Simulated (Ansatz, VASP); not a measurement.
# NaCl: VASP beside Ansatz, part 2 of 2

Aim: how closely do two programs agree when they are given the same cell, functional and k mesh? The cell is taken from a series of VASP runs on this material, whose earlier steps may have relaxed, scaled or displaced it; both programs get it as it stands.

VASP 6.6.1 and Ansatz 0.2.0.

So far. Step 4 (Differences): The walks stopped with 0.05 GPa left in Ansatz and -0.03 GPa in VASP; each walk ends within a tolerance, so the volume difference is uncertain by about these residues over the bulk modulus, most in soft cells.

**6. VASP: band structure, HSE06**

Level of this step: HSE06; plane waves and PAW (Cl, Na_pv) (VASP).

The same cell, functional, mesh and smearing now go to VASP, with its own data sets and cutoff.

The run reads the wave functions of an earlier VASP run, which isn't shown here.

Contents of INCAR:

```
SYSTEM = NaCl
PREC = Accurate
ENCUT = 350
EDIFF = 1E-06
NELM = 100
ISMEAR = 0
SIGMA = 0.03
LREAL = .FALSE.
ALGO = Normal
LHFCALC = .TRUE.
AEXX = 0.25
GGA = PE
HFSCREEN = 0.2
LASPH = .TRUE.
NBANDS = 13
PRECFOCK = Fast
LORBIT = 11
LWAVE = .FALSE.
LCHARG = .FALSE.
KPAR = 4
```

Contents of POSCAR:

```
NaCl
1.0
    0.0000000000      2.8017500000      2.8017500000
    2.8017500000      0.0000000000      2.8017500000
    2.8017500000      2.8017500000      0.0000000000
Cl Na
1 1
Direct
    0.5000000000      0.5000000000      0.5000000000
    0.0000000000      0.0000000000      0.0000000000
```

Contents of KPOINTS:

```
Automatic mesh
0
Gamma
5 5 5
0 0 0
```

Contents of KPOINTS_OPT:

```
Line mode
10
Line-mode
Reciprocal
  0.00000000   0.00000000   0.00000000 GAMMA
  0.50000000   0.00000000   0.50000000 X

  0.50000000   0.00000000   0.50000000 X
  0.50000000   0.25000000   0.75000000 W

  0.50000000   0.25000000   0.75000000 W
  0.37500000   0.37500000   0.75000000 K

  0.37500000   0.37500000   0.75000000 K
  0.00000000   0.00000000   0.00000000 GAMMA

  0.00000000   0.00000000   0.00000000 GAMMA
  0.50000000   0.50000000   0.50000000 L

  0.50000000   0.50000000   0.50000000 L
  0.62500000   0.25000000   0.62500000 U

  0.62500000   0.25000000   0.62500000 U
  0.50000000   0.25000000   0.75000000 W

  0.50000000   0.25000000   0.75000000 W
  0.50000000   0.50000000   0.50000000 L

  0.50000000   0.50000000   0.50000000 L
  0.37500000   0.37500000   0.75000000 K

  0.62500000   0.25000000   0.62500000 U
  0.50000000   0.00000000   0.50000000 X
```

PAW data sets: Cl and Na_pv (PBE family, release 64).

Started as:

```
mpirun -np 4 vasp_std
```

Numbers of over 12 decimals in the logs are rounded to 6 here.

The log of the run:

```text
[banner, memory and clock lines left out]
running    4 mpi-ranks, on    1 nodes
[...]
LDA part: xc-table for (Slater+PW92), standard interpolation
 found WAVECAR, reading the header
 POSCAR, INCAR and KPOINTS ok, starting setup
[...]
reading WAVECAR
 the WAVECAR file was read successfully
 initial charge from wavefunction
 entering main loop
       N       E                     dE             d eps       ncg     rms          rms(c)
DAV:   1    -0.789901384820E+01   -0.78990E+01   -0.61898E-01   305   0.870E+00    0.141E+00
DAV:   2    -0.789534539046E+01    0.36685E-02   -0.24368E-02   290   0.227E+00    0.100E+00
DAV:   3    -0.789154461220E+01    0.38008E-02   -0.58930E-03   310   0.945E-01    0.647E-01
DAV:   4    -0.789109311006E+01    0.45150E-03   -0.12620E-03   310   0.398E-01    0.417E-01
DAV:   5    -0.789101630613E+01    0.76804E-04   -0.14538E-04   316   0.136E-01    0.251E-01
DAV:   6    -0.789099018793E+01    0.26118E-04   -0.21434E-05   270   0.552E-02    0.144E-01
[...]
DAV:   9    -0.789098246408E+01   -0.62112E-07   -0.12860E-06   270   0.109E-02
   1 F= -.78909825E+01 E0= -.78909825E+01  d E =-.100800E-20
 Start KPOINTS_OPT (optional k-point list driver)
k-point batch [1-10\100]
       N       E                     dE             ncg
DAV:   1    -0.879036099929E+03   -0.28032E+04      268
DAV:   2    -0.183670749892E+04   -0.95767E+03      280
DAV:   3    -0.190414357819E+04   -0.67436E+02      335
DAV:   4    -0.190565576510E+04   -0.15122E+01      295
DAV:   5    -0.190568420250E+04   -0.28437E-01      325
DAV:   6    -0.190568509340E+04   -0.89090E-03      320
DAV:   7    -0.190568512996E+04   -0.36566E-04      315
DAV:   8    -0.190568513167E+04   -0.17032E-05      286
DAV:   9    -0.190568513178E+04   -0.11720E-06      170
[...]
k-point batch [91-100\100]
       N       E                     dE             ncg
DAV:   1    -0.936561368715E+03   -0.53274E+04      294
DAV:   2    -0.186042315929E+04   -0.92386E+03      285
DAV:   3    -0.193072843828E+04   -0.70305E+02      315
DAV:   4    -0.193234719707E+04   -0.16188E+01      330
DAV:   5    -0.193237865754E+04   -0.31460E-01      345
DAV:   6    -0.193237969301E+04   -0.10355E-02      351
DAV:   7    -0.193237972906E+04   -0.36050E-04      365
DAV:   8    -0.193237972990E+04   -0.83957E-06      295
```

OUTCAR, selected parts (step 6):

```text
 POSITION                                       TOTAL-FORCE (eV/Angst)
 -----------------------------------------------------------------------------------
      2.80175      2.80175      2.80175        -0.000000     -0.000000      0.000000
      0.00000      0.00000      0.00000         0.000000      0.000000     -0.000000
 -----------------------------------------------------------------------------------
    total drift:                               -0.000000     -0.000000      0.000000

  FREE ENERGIE OF THE ION-ELECTRON SYSTEM (eV)
  ---------------------------------------------------
  free  energy   TOTEN  =        -7.8909824641 eV

  energy  without entropy=       -7.8909824641  energy(sigma->0) =       -7.89098246

[... 3 further parts left out ...]
[key lines of the parts left out:]
E-fermi :  -1.4337
```

**7. Side by side**

What differs besides the data sets and the points named for the pairs above, as far as they apply: exact exchange at q = 0 is treated differently, which shows on coarse meshes; VASP keeps PBE cores, Ansatz makes them for the functional; the cutoff is 420 eV in Ansatz and 350 eV in VASP; VASP takes a coarser grid for exact exchange (PRECFOCK = Fast). Total energies have different zeros and are not compared.

The two programs side by side:

```
                     quantity  Ansatz   VASP  difference
gap over the path points (eV)   6.587  6.575      +0.012
```

Levels at points of the path, from each program's valence-band top (eV; 3 filled, then empty):

```
k (reciprocal lattice)                               Ansatz                                 VASP
     0.000 0.000 0.000      0.00 0.00 0.00 6.59 12.60 12.60      0.00 0.00 0.00 6.58 12.67 12.67
     0.500 0.000 0.500    -1.84 -0.67 -0.67 9.08 9.40 13.07    -1.84 -0.67 -0.67 9.07 9.42 13.06
     0.500 0.222 0.722  -1.41 -1.21 -0.82 10.38 10.88 11.52  -1.41 -1.21 -0.82 10.38 10.91 11.53
     0.403 0.347 0.750   -1.54 -1.22 -0.58 9.80 10.58 12.11   -1.54 -1.22 -0.58 9.81 10.59 12.12
     0.125 0.125 0.250   -0.80 -0.23 -0.08 7.80 11.50 12.90   -0.81 -0.23 -0.08 7.79 11.54 12.96
     0.278 0.278 0.278   -1.35 -0.18 -0.18 8.27 11.53 12.88   -1.36 -0.18 -0.18 8.27 11.55 12.95
     0.556 0.389 0.556   -1.92 -0.67 -0.38 9.38 11.53 12.11   -1.93 -0.67 -0.38 9.38 11.55 12.12
     0.583 0.250 0.667   -1.53 -1.22 -0.62 9.89 10.60 12.03   -1.53 -1.22 -0.62 9.90 10.61 12.05
     0.500 0.306 0.694  -1.48 -1.21 -0.69 10.59 10.78 11.35  -1.48 -1.21 -0.69 10.60 10.79 11.37
     0.486 0.486 0.528   -2.09 -0.32 -0.30 8.73 12.35 12.50   -2.10 -0.32 -0.30 8.73 12.36 12.54
```

Among the levels compared at these points, filled levels agree within 3 meV and empty ones within 67 meV.

**8. Summary of results**

| Item | Value |
| --- | --- |
| difference in volume (relaxation of cell and atoms, LDA) | 0.16 % |
| difference in gap over the path points (band structure, HSE06) | 0.012 eV |

What this shows: The difference in gap over the path points is 0.012 eV (band structure, HSE06), within the 0.08 eV picked in this series as the mark of a large difference. Such differences can come from data sets, numerical settings and the points named under the comparisons, not from the functional's error against experiment.

[Lines on the potential files, build, host, timing and source positions are cut from VASP's logs without a mark.]

[Logs are printed without paths, hosts, clocks, repeated set-up lines and the standing remarks that a program may print on its own settings, such as how far it seeks lower states.]

[Hosts, paths, dates, database ids (printed as entryN), source tags and the programs' standing remarks are cut or masked in the printed files.]
